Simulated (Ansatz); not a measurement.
# An N vacancy in wurtzite BN, 95 atoms, charge +3

How high is the barrier for this jump? The start is relaxed, a band joins it to the far end, and PBEsol and HSE06 are the levels used.

Method: density functional theory in Ansatz 0.2.0, PAW datasets, plane waves.

## (1) The system as built

95 atoms (48 B, 47 N); a = 7.623 Å, b = 8.802 Å, c = 8.407 Å, α = 90.00°, β = 90.00°, γ = 90.00°. All atoms were shaken off their sites by about 0.02 Å along each axis. Defect site 1: (0.500, 0.583, 0.438).

Plan of the steps: (2) PBEsol relaxation at the single k point (¼, ¼, ¼), on 1 × NVIDIA GB200 with 8 threads of Arm Neoverse-V2; (3) HSE06 single point at the single k point (¼, ¼, ¼), on 1 × NVIDIA GB200 with 8 threads of Arm Neoverse-V2; (4) PBEsol band at the single k point (¼, ¼, ¼), on 1 × NVIDIA GB200 with 8 threads of Arm Neoverse-V2; (5) HSE06 single point at the single k point (¼, ¼, ¼), on 1 × NVIDIA GB200 with 8 threads of Arm Neoverse-V2.

## (2) Relaxing the atoms with PBEsol

Contents of in.yaml:

```yaml
crystal:
  lattice:
    - [7.622990, 0.000000, 0.000000]
    - [0.000000, 8.802271, 0.000000]
    - [0.000000, 0.000000, 8.406582]
  atoms:
    - { symbol: B, position: [0.998321, 0.166748, 0.998585] }
    - { symbol: B, position: [0.999632, 0.168725, 0.504910] }
    - { symbol: B, position: [0.330533, 0.165619, 0.003744] }
    - { symbol: B, position: [0.336847, 0.164184, 0.502279] }
    - { symbol: B, position: [0.164983, 0.412139, 0.995715] }
    - { symbol: B, position: [0.165654, 0.421249, 0.500331] }
    - { symbol: B, position: [0.999656, 0.668049, 0.001753] }
    - { symbol: B, position: [0.999600, 0.663599, 0.500064] }
    - { symbol: B, position: [0.669421, 0.167854, 0.002711] }
    - { symbol: B, position: [0.665930, 0.170254, 0.502317] }
    - { symbol: B, position: [0.497526, 0.420051, 0.002368] }
    - { symbol: B, position: [0.505581, 0.420317, 0.503668] }
    - { symbol: B, position: [0.332884, 0.662895, 0.000095] }
    - { symbol: B, position: [0.329506, 0.669282, 0.502172] }
    - { symbol: B, position: [0.164946, 0.911398, 0.995700] }
    - { symbol: B, position: [0.166540, 0.919122, 0.504034] }
    - { symbol: B, position: [0.834279, 0.417890, 0.002092] }
    - { symbol: B, position: [0.832469, 0.417510, 0.498834] }
    - { symbol: B, position: [0.668059, 0.668699, 0.002916] }
    - { symbol: B, position: [0.667332, 0.665532, 0.503202] }
    - { symbol: B, position: [0.498237, 0.916288, 0.997010] }
    - { symbol: B, position: [0.502285, 0.915793, 0.497506] }
    - { symbol: B, position: [0.831267, 0.915512, 0.002571] }
    - { symbol: B, position: [0.832859, 0.915301, 0.497611] }
    - { symbol: B, position: [0.166917, 0.082126, 0.248294] }
    - { symbol: B, position: [0.167900, 0.081943, 0.749477] }
    - { symbol: B, position: [0.003919, 0.334666, 0.247187] }
    - { symbol: B, position: [0.999539, 0.337077, 0.746255] }
    - { symbol: B, position: [0.498583, 0.088094, 0.254763] }
    - { symbol: B, position: [0.501946, 0.082328, 0.751670] }
    - { symbol: B, position: [0.332976, 0.332021, 0.253425] }
    - { symbol: B, position: [0.335410, 0.329537, 0.753393] }
    - { symbol: B, position: [0.165445, 0.584713, 0.250907] }
    - { symbol: B, position: [0.163170, 0.581164, 0.748373] }
    - { symbol: B, position: [0.997371, 0.838188, 0.249628] }
    - { symbol: B, position: [0.000691, 0.830695, 0.751528] }
    - { symbol: B, position: [0.831861, 0.081058, 0.252064] }
    - { symbol: B, position: [0.837016, 0.081947, 0.747584] }
    - { symbol: B, position: [0.665235, 0.333794, 0.252394] }
    - { symbol: B, position: [0.666528, 0.335272, 0.749357] }
    - { symbol: B, position: [0.496188, 0.584549, 0.248334] }
    - { symbol: B, position: [0.502763, 0.580493, 0.750570] }
    - { symbol: B, position: [0.329478, 0.833661, 0.251102] }
    - { symbol: B, position: [0.335240, 0.835266, 0.750755] }
    - { symbol: B, position: [0.833537, 0.586091, 0.249459] }
    - { symbol: B, position: [0.833909, 0.582494, 0.748094] }
    - { symbol: B, position: [0.666977, 0.834842, 0.246413] }
    - { symbol: B, position: [0.667753, 0.831292, 0.749831] }
    - { symbol: N, position: [0.997923, 0.168134, 0.182328] }
    - { symbol: N, position: [0.001552, 0.169913, 0.689570] }
    - { symbol: N, position: [0.332471, 0.172424, 0.189806] }
    - { symbol: N, position: [0.337173, 0.163007, 0.690664] }
    - { symbol: N, position: [0.164528, 0.418271, 0.190753] }
    - { symbol: N, position: [0.170887, 0.416932, 0.687302] }
    - { symbol: N, position: [0.007726, 0.668917, 0.182316] }
    - { symbol: N, position: [0.002584, 0.669025, 0.688724] }
    - { symbol: N, position: [0.665519, 0.166274, 0.185415] }
    - { symbol: N, position: [0.663050, 0.166262, 0.684935] }
    - { symbol: N, position: [0.501029, 0.417301, 0.188195] }
    - { symbol: N, position: [0.497502, 0.418253, 0.686877] }
    - { symbol: N, position: [0.332055, 0.666810, 0.186359] }
    - { symbol: N, position: [0.336036, 0.672583, 0.687887] }
    - { symbol: N, position: [0.166876, 0.917251, 0.188525] }
    - { symbol: N, position: [0.164159, 0.917463, 0.686581] }
    - { symbol: N, position: [0.835655, 0.415876, 0.187885] }
    - { symbol: N, position: [0.831657, 0.418211, 0.686163] }
    - { symbol: N, position: [0.667724, 0.670592, 0.190659] }
    - { symbol: N, position: [0.667912, 0.665589, 0.690974] }
    - { symbol: N, position: [0.495841, 0.914491, 0.185050] }
    - { symbol: N, position: [0.498514, 0.916856, 0.691763] }
    - { symbol: N, position: [0.832690, 0.918886, 0.187255] }
    - { symbol: N, position: [0.834846, 0.923347, 0.692758] }
    - { symbol: N, position: [0.170171, 0.084308, 0.439528] }
    - { symbol: N, position: [0.165696, 0.081745, 0.939909] }
    - { symbol: N, position: [0.997999, 0.337873, 0.437604] }
    - { symbol: N, position: [0.997951, 0.331156, 0.938204] }
    - { symbol: N, position: [0.502510, 0.081874, 0.436782] }
    - { symbol: N, position: [0.500250, 0.081895, 0.939191] }
    - { symbol: N, position: [0.333939, 0.335117, 0.443266] }
    - { symbol: N, position: [0.330873, 0.333771, 0.936240] }
    - { symbol: N, position: [0.168537, 0.578948, 0.438416] }
    - { symbol: N, position: [0.165647, 0.585820, 0.934489] }
    - { symbol: N, position: [0.994696, 0.831695, 0.435762] }
    - { symbol: N, position: [0.996189, 0.831422, 0.935527] }
    - { symbol: N, position: [0.837981, 0.088801, 0.437214] }
    - { symbol: N, position: [0.835771, 0.077853, 0.938465] }
    - { symbol: N, position: [0.666242, 0.332203, 0.438787] }
    - { symbol: N, position: [0.665933, 0.331679, 0.942885] }
    - { symbol: N, position: [0.501275, 0.583357, 0.939183] }
    - { symbol: N, position: [0.334239, 0.835828, 0.439189] }
    - { symbol: N, position: [0.332538, 0.836650, 0.935362] }
    - { symbol: N, position: [0.829479, 0.585365, 0.437504] }
    - { symbol: N, position: [0.829166, 0.587252, 0.933164] }
    - { symbol: N, position: [0.668631, 0.833767, 0.438262] }
    - { symbol: N, position: [0.662477, 0.834757, 0.935181] }
  symmetry: { detect: false }
kpoints:
  mp_grid: { grid: [1, 1, 1], shift: [0.25, 0.25, 0.25] }
hamiltonian:
  xc: pbesol
total_charge: 3
scf:
  occupations: { method: fermi_dirac, width: 0.01 }
relax:
  f_tol: 0.03
  max_steps: 80
  escape_saddle: false
  adjacent_minimum: "off"
output:
  forces: true
  eigenvalues: true
  populations: true
  charged_corrections: { epsilon: 7 }
```

Run with:

```bash
$ ansatz run in.yaml --threads 8 --pin off --max-ram 118750MiB --runs-dir r --events-out ev --progress --plain --backend cuda --devices 0, --max-vram 170GiB
```

The runs that follow: HSE06 single point; Elastic band between the two sites; HSE06 single point.

**Question.** What will these runs give? Wanted: for each run, top filled to lowest empty.

The runs gave:

```
                   level         time  top filled to lowest empty (eV)
      PBEsol, relaxation    5 s (GPU)                             1.86
                   HSE06  9.5 s (GPU)                             3.23
HSE06, at the band's top   10 s (GPU)                             4.50
```

| quantity | value |
| --- | --- |
| relaxation | 8 recorded steps, 4.51 eV gained |
| largest shift | 0.39 Å (B41) |
| barrier forwards, backwards | 4.33, 4.33 eV |
| jump | N by 2.50 Å |
| band iterations | 10 |
| top less start by HSE06 | 4.58 eV |

**Reading.** The relaxation lowers the energy by 4.51 eV; the largest shift is 0.39 Å (B41). The PBEsol barrier is 4.33 eV forwards and 4.33 eV back, about 167 times kT at 300 K, without charge corrections. The cell's size and k points aren't converged for it. The top is a first-order saddle. On the same two geometries HSE06 gives 4.58 eV. At the same k points, PBEsol gives a spacing 1.37 eV smaller than the 3.23 eV of HSE06. In a defect cell this spacing can involve defect levels, so it need not be the gap.
